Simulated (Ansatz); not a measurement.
Density of states of RuO2 (P4_2/mnm) near the Fermi level, PBEsol, rigid bands (Ansatz, a quantum-chemistry and plane-wave program).

```json
[
 {"E − E_F (eV)": "-1.92", "states/eV/cell": "0.20"},
 {"E − E_F (eV)": "-1.82", "states/eV/cell": "0.01"},
 {"E − E_F (eV)": "-1.72", "states/eV/cell": "0.19"},
 {"E − E_F (eV)": "-1.62", "states/eV/cell": "0.53"},
 {"E − E_F (eV)": "-1.52", "states/eV/cell": "2.13"},
 {"E − E_F (eV)": "-1.42", "states/eV/cell": "3.27"},
 {"E − E_F (eV)": "-1.32", "states/eV/cell": "3.56"},
 {"E − E_F (eV)": "-1.22", "states/eV/cell": "3.45"},
 {"E − E_F (eV)": "-1.12", "states/eV/cell": "3.53"},
 {"E − E_F (eV)": "-1.02", "states/eV/cell": "3.72"},
 {"E − E_F (eV)": "-0.92", "states/eV/cell": "4.02"},
 {"E − E_F (eV)": "-0.82", "states/eV/cell": "4.91"},
 {"E − E_F (eV)": "-0.72", "states/eV/cell": "6.33"},
 {"E − E_F (eV)": "-0.62", "states/eV/cell": "8.95"},
 {"E − E_F (eV)": "-0.52", "states/eV/cell": "9.02"},
 {"E − E_F (eV)": "-0.42", "states/eV/cell": "7.57"},
 {"E − E_F (eV)": "-0.32", "states/eV/cell": "7.08"},
 {"E − E_F (eV)": "-0.22", "states/eV/cell": "5.08"},
 {"E − E_F (eV)": "-0.12", "states/eV/cell": "3.91"},
 {"E − E_F (eV)": "-0.02", "states/eV/cell": "3.78"},
 {"E − E_F (eV)": "0.08", "states/eV/cell": "2.78"},
 {"E − E_F (eV)": "0.18", "states/eV/cell": "2.27"},
 {"E − E_F (eV)": "0.28", "states/eV/cell": "2.80"},
 {"E − E_F (eV)": "0.38", "states/eV/cell": "3.22"},
 {"E − E_F (eV)": "0.48", "states/eV/cell": "3.11"},
 {"E − E_F (eV)": "0.58", "states/eV/cell": "3.11"},
 {"E − E_F (eV)": "0.68", "states/eV/cell": "3.17"},
 {"E − E_F (eV)": "0.78", "states/eV/cell": "3.29"},
 {"E − E_F (eV)": "0.88", "states/eV/cell": "3.35"},
 {"E − E_F (eV)": "0.98", "states/eV/cell": "3.63"},
 {"E − E_F (eV)": "1.08", "states/eV/cell": "3.04"},
 {"E − E_F (eV)": "1.18", "states/eV/cell": "2.33"},
 {"E − E_F (eV)": "1.28", "states/eV/cell": "1.29"},
 {"E − E_F (eV)": "1.38", "states/eV/cell": "0.54"},
 {"E − E_F (eV)": "1.48", "states/eV/cell": "0.40"},
 {"E − E_F (eV)": "1.58", "states/eV/cell": "0.31"},
 {"E − E_F (eV)": "1.68", "states/eV/cell": "0.28"},
 {"E − E_F (eV)": "1.78", "states/eV/cell": "0.17"},
 {"E − E_F (eV)": "1.88", "states/eV/cell": "0.11"}
]
```

### Question
With 6 atoms a cell, what bare Sommerfeld coefficient γ = (π²/3) k_B² N(E_F) follows?

### Answer
N(E_F) ≈ 3.6 states/eV a cell at 300 K, so γ ≈ 1.41 mJ/(mol of atoms·K²), before electron-phonon enhancement.

### Question
How far does the Fermi level move in a rigid band for 0.1 electron a cell added or removed?

### Answer
29 meV and -27 meV.

A metal at this level (no band gap); rigid bands, thermally averaged at 300 K, both spins. Spin-orbit coupling is left out. Geometry: cell and atoms relaxed with PBEsol.
